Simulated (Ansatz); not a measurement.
**Li$_{2}$S: do energies and stresses tell the same story?**

The calculation used DFT PBE, scalar-relativistic, plane waves, PAW in Ansatz.

Cutoff 420 eV; k points 8×8×8 on the computed 3-atom cell (Γ-centred); Gaussian smearing, width 0.02 eV; no spin polarisation.

Relaxed cell: Fm-3m, a = 5.706 Å, b = 5.706 Å, c = 5.706 Å, α = 90.00°, β = 90.00°, γ = 90.00°, 3 atoms in the primitive cell.

Energies at zero smearing and pressures from the stress tensor, at volumes with shape and atoms relaxed:
```tsv
V (Å³/atom)	E − E(first) (meV/atom)	P (GPa)
14.550	0.00	2.84
15.014	-5.97	1.32
15.479	-7.83	0.00
15.943	-6.15	-1.13
16.407	-1.40	-2.12
```

Question: Check P = −dE/dV between neighbouring volumes, and get the bulk modulus from the pressures alone.

Answer: With 1 eV/Å³ = 160.2 GPa:
```json
{"middle V (Å³/atom)": "14.782", "−ΔE/ΔV (GPa)": "2.059", "mean P (GPa)": "2.077"}
{"middle V (Å³/atom)": "15.246", "−ΔE/ΔV (GPa)": "0.643", "mean P (GPa)": "0.659"}
{"middle V (Å³/atom)": "15.711", "−ΔE/ΔV (GPa)": "-0.580", "mean P (GPa)": "-0.566"}
{"middle V (Å³/atom)": "16.175", "−ΔE/ΔV (GPa)": "-1.637", "mean P (GPa)": "-1.625"}
```

The two differ by 0.02 GPa at most. The mean of two end pressures misses the average over a step by about ΔV² P″/12, up to 0.02 GPa here; with that taken off 0.00 GPa remains. Around V = 15.479 Å³/atom, the two neighbours give B = −V ΔP/ΔV = 15.479 × 2.45 / 0.929 = 40.8 GPa, against B0 = 40.7 GPa from the Birch–Murnaghan fit of the energies.